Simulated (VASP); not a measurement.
W, 1 atom in the cell. The structure is cubic, space group Fm-3m (No. 225). Conventional cell: a = 4.001 Å, b = 4.001 Å, c = 4.001 Å, α = 90.00°, β = 90.00°, γ = 90.00°. W (site symmetry m-3m) is surrounded by 12 W at 2.83 Å. This isn't the form of W at room conditions, which is bcc.

```yaml
Program: VASP 6.6.1
Task: single point
Functional: PBEsol
Potentials_or_basis: VASP PAW PBE potentials, release 64 (W_sv)
Cutoff: 520 eV
k_mesh: 28 × 28 × 28
Occupations: gaussian, width 0.1 eV
Spin: no spin polarisation
Further_INCAR_settings: ALGO = Fast; EDIFF = 1e-06; NBANDS = 13
```

Potentials or basis: VASP PAW PBE potentials, release 64 (W_sv).

Command:

```sh
$ cat potpaw_PBE.64/W_sv/POTCAR > POTCAR
$ mpirun -np 1 vasp_std > vasp.out
```

Hardware: 1 thread of Intel(R) Xeon(R) Platinum 8375C CPU @ 2.90GHz (Ice Lake) (shared host).

**Question.** How long does it take, and how much memory?

**Answer.** It took 3 min on 1 thread of Intel(R) Xeon(R) Platinum 8375C CPU @ 2.90GHz (Ice Lake), with other jobs on the host, peak memory 0.24 GiB. Counts: scf iterations 13, k points 624.
